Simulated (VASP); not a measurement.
# CdS (Greenockite) (P6_3mc) in VASP: notebook, part 2 of 2

VASP 6.6.1. Earlier steps stand in the parts before.

## 3. Single point, HSE06

Input file POSCAR:

```
CdS
1.0
    4.1500000000      0.0000000000      0.0000000000
   -2.0750000000      3.5940054257      0.0000000000
    0.0000000000      0.0000000000      6.7370000000
Cd S
2 2
Direct
    0.6666666667      0.3333333333      0.5000000000
    0.3333333333      0.6666666667      0.0000000000
    0.6666666667      0.3333333333      0.8750000000
    0.3333333333      0.6666666667      0.3750000000
```

Input file INCAR.step1:

```
PREC = Accurate
ENCUT = 350
EDIFF = 1E-5
ISMEAR = 0
SIGMA = 0.01
LREAL = F
LASPH = T
NELM = 100
ALGO = Normal
ISIF = 2
LWAVE = T
LCHARG = F
NBANDS = 26
NKRED = 1
GGA = PE
```

Input file INCAR.step2:

```
PREC = Accurate
ENCUT = 350
EDIFF = 1E-4
ISMEAR = 0
SIGMA = 0.01
LREAL = F
LASPH = T
NELM = 100
ALGO = Normal
ISIF = 2
LWAVE = F
LCHARG = F
GGA = PE
LHFCALC = T
HFSCREEN = 0.2
PRECFOCK = Fast
NBANDS = 26
NKRED = 1
ISTART = 1
```

Input file KPOINTS:

```
regular mesh
0
Gamma
  5 5 3
```

Potentials or basis: VASP PAW PBE potentials, release 64 (Cd, S).

On the command line:

```bash
$ cat potpaw_PBE.64/Cd/POTCAR potpaw_PBE.64/S/POTCAR > POTCAR
$ cp INCAR.step1 INCAR
$ mpirun -np 1 vasp_std > vasp.out
$ cp INCAR.step2 INCAR
$ mpirun -np 1 vasp_std > vasp.out
```

OUTCAR:

```text
PREC = Accurate
   ENCUT = 350
   EDIFF = 1E-4
   ISMEAR = 0
   LREAL = F
   LASPH = T
   NELM = 100
   ISIF = 2
   GGA = PE
   LHFCALC = T
   HFSCREEN = 0.2
   PRECFOCK = Fast
   NKRED = 1
   ISTART = 1

 Found     10 irreducible k-points:

 Following reciprocal coordinates:
            Coordinates               Weight
  0.000000  0.000000  0.000000      1.000000
  0.200000 -0.000000  0.000000      6.000000
  0.400000 -0.000000  0.000000      6.000000
  0.200000  0.200000  0.000000      6.000000
  0.400000  0.200000  0.000000      6.000000
  0.000000  0.000000  0.333333      2.000000
   k-points           NKPTS =     10   k-points in BZ     NKDIM =     75   number of bands    NBANDS=     26
   number of dos      NEDOS =    301   number of ions     NIONS =      4
   total plane-waves  NPLWV =  32928
   dimension x,y,z NGX =    28 NGY =   28 NGZ =   42
   dimension x,y,z NGXF=    56 NGYF=   56 NGZF=   84
   ions per type =               2   2
[... 66 lines left out ...]
  free energy    TOTEN  =       -15.25856695 eV

  energy without entropy =      -15.25856695  energy(sigma->0) =      -15.25856695

 E-fermi :   0.6005     XC(G=0):  -7.5320

 val. band max:        0.5458995025   @ k =   0.0000   0.0000   0.0000
 cond. band min:       2.7843980894   @ k =   0.0000   0.0000   0.0000
 fundamental gap:      2.2384985870
 Fermi energy:         0.6004745009

 k-point     1 :       0.0000    0.0000    0.0000
  band No.  band energies     occupation
      1     -12.9468      2.00000
      2     -12.4932      2.00000
      3      -8.2476      2.00000
      4      -8.2257      2.00000
      5      -8.2256      2.00000
      6      -8.1383      2.00000
[... 163 lines left out ...]
     25       8.8823      0.00000
     26       8.8823      0.00000

 [... further k-points ...]

------------------------ aborting loop because EDIFF is reached ----------------------------------------

  FORCE on cell =-STRESS in cart. coord.  units (eV):
  Direction    XX          YY          ZZ          XY          YZ          ZX
  --------------------------------------------------------------------------------------
  -------------------------------------------------------------------------------------
  Total        0.2441338      0.2441338      0.5997647      0.0000000      0.0000000     -0.0000000
  in kB        3.8926479      3.8926479      9.5630872      0.0000000      0.0000000     -0.0000000
  external PRESSURE =       5.7827943 kB  Pullay stress =       0.0000000 kB

 VOLUME and BASIS-vectors are now :
 -----------------------------------------------------------------------------
  energy-cutoff  :      350.00
  volume of cell :      100.48
      direct lattice vectors                 reciprocal lattice vectors
     4.150000000  0.000000000  0.000000000     0.240963855  0.139120547  0.000000000
    -2.075000000  3.594005426  0.000000000     0.000000000  0.278241094  0.000000000
     0.000000000  0.000000000  6.737000000     0.000000000  0.000000000  0.148434021

 POSITION                                       TOTAL-FORCE (eV/Angst)
 -----------------------------------------------------------------------------------
      2.07500      1.19800      3.36850         0.000000     -0.000000     -0.070893
     -0.00000      2.39600      0.00000        -0.000000      0.000000     -0.070893
      2.07500      1.19800      5.89487        -0.000000      0.000000      0.070893
     -0.00000      2.39600      2.52637         0.000000     -0.000000      0.070893
 -----------------------------------------------------------------------------------
    total drift:                                0.000000      0.000000     -0.001133

  FREE ENERGIE OF THE ION-ELECTRON SYSTEM (eV)
  ---------------------------------------------------
  free  energy   TOTEN  =       -15.2585669535 eV

  energy  without entropy=      -15.2585669535  energy(sigma->0) =      -15.25856695
```

OUTCAR.step1:

```text
PREC = Accurate
   ENCUT = 350
   EDIFF = 1E-5
   ISMEAR = 0
   LREAL = F
[... 288 lines left out ...]
      2.07500      1.19800      3.36850        -0.000000      0.000000     -0.066338
     -0.00000      2.39600      0.00000        -0.000000      0.000000     -0.066338
      2.07500      1.19800      5.89487         0.000000      0.000000      0.066338
     -0.00000      2.39600      2.52637         0.000000      0.000000      0.066338
 -----------------------------------------------------------------------------------
    total drift:                               -0.000000      0.000000     -0.000599

  FREE ENERGIE OF THE ION-ELECTRON SYSTEM (eV)
  ---------------------------------------------------
  free  energy   TOTEN  =       -12.2486666914 eV

  energy  without entropy=      -12.2486666914  energy(sigma->0) =      -12.24866669
```

OSZICAR.step1:

```text
N       E                     dE             d eps       ncg     rms          rms(c)
DAV:   1     0.196269452521E+03    0.19627E+03   -0.14418E+04   520   0.937E+02
DAV:   2    -0.334776909093E+01   -0.19962E+03   -0.19437E+03   580   0.276E+02
DAV:   3    -0.132531865916E+02   -0.99054E+01   -0.98544E+01   606   0.628E+01
DAV:   4    -0.133456514223E+02   -0.92465E-01   -0.92399E-01   582   0.586E+00
DAV:   5    -0.133471297669E+02   -0.14783E-02   -0.14782E-02   628   0.727E-01    0.114E+01
DAV:   6    -0.122768261924E+02    0.10703E+01   -0.19039E+00   668   0.139E+01    0.900E+00
DAV:   7    -0.122534092567E+02    0.23417E-01   -0.73333E-01   564   0.448E+00    0.393E+00
DAV:   8    -0.122494280385E+02    0.39812E-02   -0.88603E-02   554   0.287E+00    0.539E-01
DAV:   9    -0.122483270509E+02    0.11010E-02   -0.14325E-02   568   0.146E+00    0.153E-01
DAV:  10    -0.122485113292E+02   -0.18428E-03   -0.12408E-03   568   0.360E-01    0.117E-01
DAV:  11    -0.122486821840E+02   -0.17085E-03   -0.32220E-04   568   0.125E-01    0.704E-02
DAV:  12    -0.122486625555E+02    0.19628E-04   -0.15822E-04   584   0.107E-01    0.136E-02
DAV:  13    -0.122486666914E+02   -0.41358E-05   -0.21344E-05   494   0.263E-02
   1 F= -.12248667E+02 E0= -.12248667E+02  d E =-.637179E-12
```

Run time: 6.8 min. Hardware: 1 thread of AMD EPYC 9R14 (Zen 4), shared host; peak memory 0.25 GiB.

The run converged, but some of its settings lie outside the range that counts as converged, so its numbers aren't taken as properties of the crystal.

What came out:

| Item | Value |
| --- | --- |
| Free energy | -15.2586 eV |
| Pressure | 0.6 GPa |
| Largest force | 0.071 eV/Å |
| Band gap on the k mesh | 2.24 eV, direct |

Caveat: the PAW data sets were made with another functional, which shifts forces and pressure a little.

## 4. Single point, HSE06

POSCAR is that of step 3.

INCAR.step1, as its differences from that of step 3:

```diff
@@ -13,3 +13,3 @@
 NBANDS = 26
-NKRED = 1
+NKRED = 2
 GGA = PE
```

INCAR.step2, as its differences from that of step 3:

```diff
@@ -2,3 +2,3 @@
 ENCUT = 350
-EDIFF = 1E-4
+EDIFF = 1E-6
 ISMEAR = 0
@@ -17,3 +17,3 @@
 NBANDS = 26
-NKRED = 1
+NKRED = 2
 ISTART = 1
```

Input file KPOINTS:

```
regular mesh
0
Gamma
  6 6 4
```

Potentials or basis: VASP PAW PBE potentials, release 64 (Cd, S).

On the command line:

```bash
$ cat potpaw_PBE.64/Cd/POTCAR potpaw_PBE.64/S/POTCAR > POTCAR
$ cp INCAR.step1 INCAR
$ mpirun -np 1 vasp_std > vasp.out
$ cp INCAR.step2 INCAR
$ mpirun -np 1 vasp_std > vasp.out
```

OUTCAR:

```text
PREC = Accurate
   ENCUT = 350
   EDIFF = 1E-6
   ISMEAR = 0
   LREAL = F
   LASPH = T
   NELM = 100
   ISIF = 2
   GGA = PE
   LHFCALC = T
   HFSCREEN = 0.2
   PRECFOCK = Fast
   NKRED = 2
   ISTART = 1

 Found     21 irreducible k-points:

 Following reciprocal coordinates:
[... 263 lines left out ...]

 [... further k-points ...]

------------------------ aborting loop because EDIFF is reached ----------------------------------------

  FORCE on cell =-STRESS in cart. coord.  units (eV):
  Direction    XX          YY          ZZ          XY          YZ          ZX
  --------------------------------------------------------------------------------------
  -------------------------------------------------------------------------------------
  Total        0.3008718      0.3008718      0.7133541      0.0000000      0.0000000      0.0000000
  in kB        4.7973197      4.7973197     11.3742388      0.0000000      0.0000000      0.0000000
  external PRESSURE =       6.9896260 kB  Pullay stress =       0.0000000 kB

 VOLUME and BASIS-vectors are now :
 -----------------------------------------------------------------------------
  energy-cutoff  :      350.00
  volume of cell :      100.48
      direct lattice vectors                 reciprocal lattice vectors
     4.150000000  0.000000000  0.000000000     0.240963855  0.139120547  0.000000000
    -2.075000000  3.594005426  0.000000000     0.000000000  0.278241094  0.000000000
     0.000000000  0.000000000  6.737000000     0.000000000  0.000000000  0.148434021

 POSITION                                       TOTAL-FORCE (eV/Angst)
 -----------------------------------------------------------------------------------
      2.07500      1.19800      3.36850        -0.000000     -0.000000     -0.074053
     -0.00000      2.39600      0.00000         0.000000     -0.000000     -0.074053
      2.07500      1.19800      5.89487        -0.000000     -0.000000      0.074053
     -0.00000      2.39600      2.52637         0.000000      0.000000      0.074053
 -----------------------------------------------------------------------------------
    total drift:                                0.000000      0.000012     -0.000405

  FREE ENERGIE OF THE ION-ELECTRON SYSTEM (eV)
  ---------------------------------------------------
  free  energy   TOTEN  =       -15.2728106899 eV

  energy  without entropy=      -15.2728106899  energy(sigma->0) =      -15.27281069
```

OUTCAR.step1:

```text
PREC = Accurate
   ENCUT = 350
   EDIFF = 1E-5
   ISMEAR = 0
   LREAL = F
[... 288 lines left out ...]
      2.07500      1.19800      3.36850        -0.000000      0.000000     -0.068465
     -0.00000      2.39600      0.00000         0.000000     -0.000000     -0.068465
      2.07500      1.19800      5.89487         0.000000      0.000000      0.068465
     -0.00000      2.39600      2.52637        -0.000000     -0.000000      0.068465
 -----------------------------------------------------------------------------------
    total drift:                               -0.000000      0.000000     -0.000563

  FREE ENERGIE OF THE ION-ELECTRON SYSTEM (eV)
  ---------------------------------------------------
  free  energy   TOTEN  =       -12.2557767367 eV

  energy  without entropy=      -12.2557767367  energy(sigma->0) =      -12.25577674
```

It took 6.2 min on 1 thread of AMD EPYC 9R14 (Zen 4), shared host; peak memory 0.27 GiB.

These settings aren't checked as converged: the numbers below hold their error.

What came out:

* Free energy: -15.2728 eV
* Pressure: 0.7 GPa
* Largest force: 0.074 eV/Å
* Band gap on the k mesh: 2.30 eV, direct

Caveat: the PAW data sets were made with another functional, which shifts forces and pressure a little.

## 5. Single point, PBE

Input file INCAR:

```
SYSTEM = CdS
ALGO = Fast
EDIFF = 1E-6
ENCUT = 520
GGA = PE
ISIF = 2
ISMEAR = 0
LASPH = .True.
LCHARG = .True.
LELF = .True.
LREAL = .False.
LVHAR = .True.
LWAVE = .False.
NELM = 100
PREC = Accurate
SIGMA = 0.028999999999999998
```

Input file KPOINTS:

```
k-points
0
Gamma
  7 7 4
  0 0 0
```

POSCAR is that of step 4.

On the command line:

```bash
$ cat potpaw_PBE.64/Cd/POTCAR potpaw_PBE.64/S/POTCAR > POTCAR
$ mpirun -np 1 vasp_std > vasp.out
```

Wall time 39 s (1 thread of Intel Xeon Platinum 8375C at 2.90GHz (Ice Lake), shared host); peak memory 0.23 GiB.

It converged, with:

- Free energy: -12.2671 eV
- Pressure: 2.4 GPa
- Largest force: 0.069 eV/Å
- Band gap on the k mesh: 1.20 eV, direct

Forces in eV/Å, atoms in the order of the input:
```
Cd   0.000  0.000 -0.069
Cd   0.000  0.000 -0.069
S    0.000  0.000  0.069
S    0.000  0.000  0.069
```

Stress tensor (GPa, compression positive):
```
2.20 0.00 0.00
0.00 2.20 0.00
0.00 0.00 2.85
```

Levels at points of the mesh, in eV from the valence-band top:
```
           k point  band 16  band 17  band 18  band 19  band 20  band 21
(0.00, 0.00, 0.00)    -0.04     0.00     0.00     1.20     2.79     6.47
(0.00, 0.00, 0.50)    -0.39    -0.39    -0.39     2.84     2.84     6.20
```

## 6. The reference run

An earlier run on the cell as given: functional PBEsol; potentials or basis VASP PAW PBE potentials, release 64 (Cd, S); cutoff 520 eV; k mesh 7 × 7 × 4; occupations fermi-dirac, width 0.05 eV; no spin polarisation.

* Pressure: -0.6 GPa
* Largest force: 0.067 eV/Å
* Band gap on the k mesh: 1.06 eV, direct

## 7. Against experiment

Step 5. Measured gap of CdS: 2.5809 eV (quoted in “Isotope dependence of band-gap energy”, 2008, arxiv:0807.2152). This calculation gives 1.20 eV (-1.38 eV). So large a miss can be the level of theory's own, or it may mean another phase, state or a wrong row. Spin-orbit coupling on Cd is left out. The value is that of PBE, without temperature or zero-point motion. Semilocal functionals fall short of measured gaps as a rule.
